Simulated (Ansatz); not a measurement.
**SnO: changing the functional**

```xyz
4
Lattice="3.8137 0.0000 0.0000 0.0000 3.8137 0.0000 0.0000 0.0000 4.8869" Properties=species:S:1:pos:R:3 pbc="T T T"
Sn    1.9068    0.0000    3.7367
Sn    0.0000    1.9068    1.1503
O     0.0000    0.0000    0.0000
O     1.9068    1.9068    0.0000
```

The cell is a database's computed one, not the measured one.

Kept alike: task projected density of states; k mesh 4 × 4 × 3; occupations fermi-dirac, width 0.05 eV; no spin polarisation. Program: Ansatz, Ansatz PAW. Cutoffs run from 420 to 500 eV. The mesh is that of the run's cell of 4 atoms. No spin-orbit coupling.

| functional | pressure (GPa) |
| --- | --- |
| BLYP | 8.15 |
| HSE06 | -0.83 |
| LDA | -3.27 |
| PBE | 3.58 |
| PBE0 | -0.85 |
| PBEsol | -0.56 |
| RPBE | 6.17 |
| r2SCAN | -0.44 |
| r2SCAN0 | -3.07 |
| revPBE | 5.46 |

The k mesh is coarse, so the values aren't converged. Pressure is positive in compression, with a Pulay correction for the finite cutoff. All rows use potentials made for PBE.

The pressure runs from -3.27 (LDA) to 8.15 GPa (BLYP). From PBE: BLYP +4.57; HSE06 -4.41; LDA -6.85; PBE0 -4.43; PBEsol -4.14; RPBE +2.59; r2SCAN -4.02; r2SCAN0 -6.65; revPBE +1.88. A positive pressure means that the functional's own cell is larger than the one given, a negative one that it is smaller.
